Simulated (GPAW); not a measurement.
# MgSi (P4/mmm) in GPAW: single point with LDA

Aim: the single point of MgSi with LDA.

Program: GPAW 26.7.0. These are calculated values, not measurements. Logs are shortened: lines on timing, memory, paths and dates and some standing lists are left out, and cuts for length are marked. The log counts tension as positive stress, the text compression.

### Step 1. Starting point

Symmetry: P4/mmm, No. 123, tetragonal system. The conventional cell has a = 2.908 Å, b = 2.908 Å, c = 4.103 Å, α = 90.00°, β = 90.00°, γ = 90.00°. Si (site symmetry 4/mmm) has 8 Mg at 2.90 Å and 4 Si at 2.91 Å as nearest neighbours. Around Mg (site symmetry 4/mmm) lie 8 Si at 2.90 Å and 4 Mg at 2.91 Å.

The cell comes from a database or a generator and needn't be the stable form of this composition.

### Step 2. Single point, LDA

The input, run.py:

```python
from ase.dft.bandgap import bandgap
from ase.io import read, write
from ase.units import GPa
from gpaw import GPAW, PW

atoms = read('POSCAR')

calc = GPAW(mode=PW(600),
            xc='LDA',
            kpts={'size': (7, 7, 5), 'gamma': True},
            occupations={'name': 'fermi-dirac', 'width': 0.05},
            setups={'Mg': '2'},
            nbands=-8,
            maxiter=120,
            txt='gpaw.txt')
atoms.calc = calc
energy = atoms.get_potential_energy()
forces = atoms.get_forces()
stress = atoms.get_stress()
calc.write('gs.gpw')
write('result.traj', atoms)
print(f'Energy: {energy:.6f} eV')
print('Forces (eV/A):')
print(forces.round(4))
print('Stress (GPa):', (stress / GPa).round(3))
print('Fermi level:', round(calc.get_fermi_level(), 4), 'eV')
print(f'Gap: {bandgap(calc)[0]:.4f} eV, direct: {bandgap(calc, direct=True)[0]:.4f} eV')
```

The input, POSCAR:

```
MgSi
1.0
    2.9083940000      0.0000000000      0.0000000000
    0.0000000000      2.9083940000      0.0000000000
    0.0000000000      0.0000000000      4.1034270000
Si Mg
1 1
Direct
    0.5000000000      0.5000000000      0.5000000000
    0.0000000000      0.0000000000      0.0000000000
```

Potentials or basis: the program's PAW data sets (release 1.2.1) made for this functional, other valence, pw.

Started as:

```bash
OMP_NUM_THREADS=1 python run.py
```

gpaw.txt:

```text
__  _  _
 | _ |_)|_||  |
 |__||  | ||/\| - 26.7.0

Input parameters:
  mode=PW(ecut=600.0),
  kpts=MonkhorstPack(size=(7, 7, 5), gamma=True),
  maxiter=120,
  nbands=-8,
  occupations=Occupations(name='fermi-dirac', width=0.05),
  setups={'Mg': '2'},
  xc=XC(name='LDA')

Diagonalizing LCAO Hamiltonian
Converting LCAO to pw mode
   .------.
  /|      |
 * |      |
 | | Si   |
 | |      |
 | .------.
 |/      /
 Mg-----*

Atoms  # Å, Bohr magnetons
|   | symbol |        x |        y |        z |    initial magnetic moments |
|---|--------|----------|----------|----------|-----------------------------|
| 0 |     Si | 1.454197 | 1.454197 | 2.051713 | ( 0.0000,  0.0000,  0.0000) |
| 1 |     Mg | 0.000000 | 0.000000 | 0.000000 | ( 0.0000,  0.0000,  0.0000) |

Unit cell  # Å
| periodic |        x |        y |        z |  lengths |    angles |
|----------|----------|----------|----------|----------|-----------|
|      yes | 2.908394 | 0.000000 | 0.000000 | 2.908394 | 90.000000 |
|      yes | 0.000000 | 2.908394 | 0.000000 | 2.908394 | 90.000000 |
|      yes | 0.000000 | 0.000000 | 4.103427 | 4.103427 | 90.000000 |

Number of symmetries: 16
Symmetry operations  # r_c * U_cc + t_c -> r_c
|    | kind |            matrix            |
|----|------|------------------------------|
|  0 |  E   |  1, 0, 0,  0, 1, 0,  0, 0, 1 |
|  1 |  σ   |  1, 0, 0,  0, 1, 0,  0, 0,-1 |
|  2 |  σ   |  1, 0, 0,  0,-1, 0,  0, 0, 1 |
|  3 |  C2  |  1, 0, 0,  0,-1, 0,  0, 0,-1 |
|  4 |  σ   |  0, 1, 0,  1, 0, 0,  0, 0, 1 |
|  5 |  C2  |  0, 1, 0,  1, 0, 0,  0, 0,-1 |
|  6 |  C4  |  0, 1, 0, -1, 0, 0,  0, 0, 1 |
|  7 |  S4  |  0, 1, 0, -1, 0, 0,  0, 0,-1 |
|  8 |  C4  |  0,-1, 0,  1, 0, 0,  0, 0, 1 |
|  9 |  S4  |  0,-1, 0,  1, 0, 0,  0, 0,-1 |
| 10 |  σ   |  0,-1, 0, -1, 0, 0,  0, 0, 1 |
| 11 |  C2  |  0,-1, 0, -1, 0, 0,  0, 0,-1 |
| 12 |  σ   | -1, 0, 0,  0, 1, 0,  0, 0, 1 |
| 13 |  C2  | -1, 0, 0,  0, 1, 0,  0, 0,-1 |
| 14 |  C2  | -1, 0, 0,  0,-1, 0,  0, 0, 1 |
| 15 |  i   | -1, 0, 0,  0,-1, 0,  0, 0,-1 |

BZ-sampling:
  Number of BZ points: 245
  Number of IBZ points: 30

  Monkhorst-Pack size: [7, 7, 5]
  Monkhorst-Pack shift: [0, 0, 0]

K-points  # in reciprocal-cell coordinates
|     |                                coordinates |     weight |
|-----|--------------------------------------------|------------|
|   0 | (  0.00000000,   0.00000000,   0.00000000) | 0.00408163 |
|   1 | (  0.00000000,   0.00000000,   0.20000000) | 0.00816327 |
|   2 | (  0.00000000,   0.00000000,   0.40000000) | 0.00816327 |
|   3 | (  0.14285714,   0.00000000,   0.00000000) | 0.01632653 |
|   4 | (  0.14285714,   0.00000000,   0.20000000) | 0.03265306 |
|   5 | (  0.14285714,   0.00000000,   0.40000000) | 0.03265306 |
|   6 | (  0.14285714,   0.14285714,   0.00000000) | 0.01632653 |
|   7 | (  0.14285714,   0.14285714,   0.20000000) | 0.03265306 |
|   8 | (  0.14285714,   0.14285714,   0.40000000) | 0.03265306 |
|   9 | (  0.28571429,   0.00000000,   0.00000000) | 0.01632653 |
| ... |                                            |            |
|  29 | (  0.42857143,   0.42857143,   0.40000000) | 0.03265306 |

Plane wave coefficients: 1176
Cutoff: 600.0 eV

Spin-components: 1 (collinear spins)
Bands:           11
Projectors:      8
Spin-degeneracy: 2
Datatype:        complex128

Parallelization:
  kpt:    1
  domain: 1
  band:   1

Density:
  Valence electrons: 6.0
  Components: 1
  Grid points: [18 18 24]
  Charge: 0.0  # |e|

Potential:
  Grid points: [18 18 24]

species:
  Si:
    name:    Silicon
    Z:       14.0
    valence: 4
    core:    10
    charge:  0.0  # [|e|]
    compensation charges:
      type: gauss
      rc: 0.33  # [Å]
      lmax: 2
    cutoffs:
      filter: 1.86  # [Å]
      core: 2.06  # [Å]
    projectors
    | kind |    occ | energy [eV] | rcut [Å] |
    |------|--------|-------------|----------|
    |   3s |  2.000 |     -10.878 |    1.058 |
    |   3p |  2.000 |      -4.162 |    1.058 |
    |    s |        |      16.334 |    1.058 |
    |    p |        |      23.049 |    1.058 |
    |    d |        |       0.000 |    1.058 |

    Using partial waves for Si as LCAO basis

  Mg:
    name:    Magnesium
    Z:       12.0
    valence: 2
    core:    10
    charge:  0.0  # [|e|]
    compensation charges:
      type: gauss
      rc: 0.32  # [Å]
      lmax: 2
    cutoffs:
      filter: 1.86  # [Å]
      core: 2.86  # [Å]
    projectors
    | kind |    occ | energy [eV] | rcut [Å] |
    |------|--------|-------------|----------|
    |   3s |  2.000 |      -4.782 |    1.005 |
    |   3p |  0.000 |      -1.374 |    1.058 |
    |    s |        |      22.430 |    1.005 |

    Using partial waves for Mg as LCAO basis

Reference energy: -13285.943199  # eV

eigensolver:
  PPCG
  Converge bands: occupied
  niter=2

density mixing:
  MSR1-Mixer
  Pratt-step length: 0.05
  Maximum mixing coefficient: 0.75
  Old densities: 10
  SVD Regularization: 0.005
  Good broyden scale: 1.0
  Trust region scale: 1.0
  Backstep threshold: 4.0
  History deletion threshold: 6.0
  Fourier metric: weight=20.0, sigma=0.015

occupation numbers:
  Fermi-Dirac:
    width: 0.0500  # eV

poisson solver:
  ecut: 4800.0  # eV

xc functional:
  name: None

convergence criteria:
- Maximum [total energy] change in last 3 cyles: 0.0005 eV / valence electron
- Maximum integral of absolute [dens]ity change: 0.0001 electrons / valence electron
- Maximum integral of absolute [eigenst]ate change: 4e-08 eV^2 / valence electron
maximum number of iterations: 120

SCF iterations
|iter     | |      energy | eigst |  dens |
|---------|-|-------------|-------|-------|
|iter:   1| |   -7.653372 | -0.18 |       |
|iter:   2| |   -7.639525 | -2.96 | -0.95 |
|iter:   3| |   -7.564670 | -2.98 | -0.98 |
|iter:   4| |   -7.561541 | -4.10 | -1.65 |
|iter:   5| |   -7.561546 | -5.84 | -2.55 |
|iter:   6| |   -7.561536c| -7.18 | -3.14 |
|iter:   7| |   -7.561537c| -8.14c| -3.70 |
|iter:   8| |   -7.561537c| -8.40c| -4.46c|

Converged in 8 steps
Energy contributions relative to reference atoms: (reference = -13285.943199)

Energy contributions:
  Kinetic:           5.759046
  Coulomb:          -3.082913
  Zero:              0.008094
  External:          0.000000
  Xc:              -10.243505
  Entropy:          -0.004515
  Spinorbit:         0.000000
  ----------------------------
  Free energy:      -7.563795
  Extrapolated:     -7.561537

dipole moment: (-4.223736, -4.223736, -5.959231)  # |e|*Ang

Fermi level: 6.266
Eigenvalues  # (at kpt = [0.000, 0.000, 0.000])
| band index |      eig [eV] | occ [0-2] |
|------------|---------------|-----------|
|          0 |        -4.979 |     2.000 |
|          1 |         3.451 |     2.000 |
|          2 |         5.313 |     2.000 |
|          3 |        10.549 |     0.000 |
|          4 |        10.549 |     0.000 |
|          5 |        11.900 |     0.000 |
|          6 |        14.600 |     0.000 |
|          7 |        19.050 |     0.000 |
|          8 |        19.056 |     0.000 |
|          9 |        19.631 |     0.000 |
|         10 |        20.493 |     0.000 |

No gap
No difference between direct/indirect transitions

Forces  # eV/Ang
|        x |       y |       z |
|----------|---------|---------|
| -0.00000 | 0.00000 | 0.00000 |  # Si   0
| -0.00000 | 0.00000 | 0.00000 |  # Mg   1

Stress tensor  # eV/Ang^3
|        x |        y |        z |
|----------|----------|----------|
| 0.023121 | 0.000000 | 0.000000 |
| 0.000000 | 0.023121 | 0.000000 |
| 0.000000 | 0.000000 | 0.008206 |

# Writing to gs.gpw (mode='')
```

stdout:

```text
Energy: -7.561537 eV
Forces (eV/A):
[[-0.  0.  0.]
 [-0.  0.  0.]]
Stress (GPa): [3.704 3.704 1.315 0.    0.    0.   ]
Fermi level: 6.2664 eV
Gap: 0.0000 eV, direct: 0.0000 eV
```

It took 5.2 s on 1 thread of Arm Neoverse V2, shared host; peak memory 0.14 GiB.

What came out:

* Free energy: -7.5638 eV
* Pressure: -2.9 GPa
* Band gap on the k mesh: none (metal or under the smearing width)

Stress tensor (GPa, compression positive):
```
-3.70  0.00  0.00
 0.00 -3.70  0.00
 0.00  0.00 -1.31
```

Levels at points of the mesh, in eV from the Fermi level:
```tsv
k point	band 1	band 2	band 3	band 4	band 5	band 6	band 7
(0.00, 0.00, 0.00)	-11.25	-2.82	-0.95	4.28	4.28	5.63	8.33
```

Caveat: the cutoff is short for stress and forces, so pressures can be off by a GPa or more.
